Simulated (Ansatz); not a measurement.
H under strains and displacements

All numbers below come from DFT PBE, scalar-relativistic, plane waves, PAW in Ansatz.

Cutoff 420 eV; k points 14×14×34 on the computed 1-atom cell (Γ-centred); Gaussian smearing, width 0.05 eV; no spin polarisation.

Reference cell:

```
H
1.0
     2.64964    0.00000    0.00000
     0.00000    2.64964    0.00000
     0.00000    0.00000    0.98049
H
1
Direct
  0.00000 0.00000 0.50000
```

Each variant moves atoms of this cell by the vectors given, if any (Å), and then applies a symmetric strain (tensor components, Cartesian axes). The reference cell isn't relaxed at this level. Energies are per atom at zero smearing, counted from the lowest variant. Pressure is positive in compression.

1. strain (xx yy zz yz xz xy, %) -0.14 -0.14 -3.14 0.09 -0.09 0.81
2. strain (xx yy zz yz xz xy, %) 4.26 -0.02 7.71 1.91 0.00 0.00
3. strain (xx yy zz yz xz xy, %) 1.54 1.54 0.04 0.00 0.00 0.00
4. strain (xx yy zz yz xz xy, %) 4.46 4.46 1.46 0.00 0.00 0.00
5. strain (xx yy zz yz xz xy, %) -0.10 0.06 -3.44 0.00 4.00 0.00
6. strain (xx yy zz yz xz xy, %) 2.77 -4.93 -7.53 0.00 1.42 0.00

```json
{"result": "A", "ΔE (meV/atom)": "17.3", "P (GPa)": "5.95"}
{"result": "B", "ΔE (meV/atom)": "4.2", "P (GPa)": "1.70"}
{"result": "C", "ΔE (meV/atom)": "59.6", "P (GPa)": "12.50"}
{"result": "D", "ΔE (meV/atom)": "16.0", "P (GPa)": "5.65"}
{"result": "E", "ΔE (meV/atom)": "34.1", "P (GPa)": "-4.88"}
{"result": "F", "ΔE (meV/atom)": "0.0", "P (GPa)": "0.08"}
```

Task: Which variant gave which result?

Result: A is 5, B is 3, C is 6, D is 1, E is 2, F is 4. The pressure falls as the cell grows: from the smallest volume to the largest the variants are 6, 5, 1, 3, 4, 2.

Each cell of H holds chains, and where no dispersion correction was added their binding is poorly described.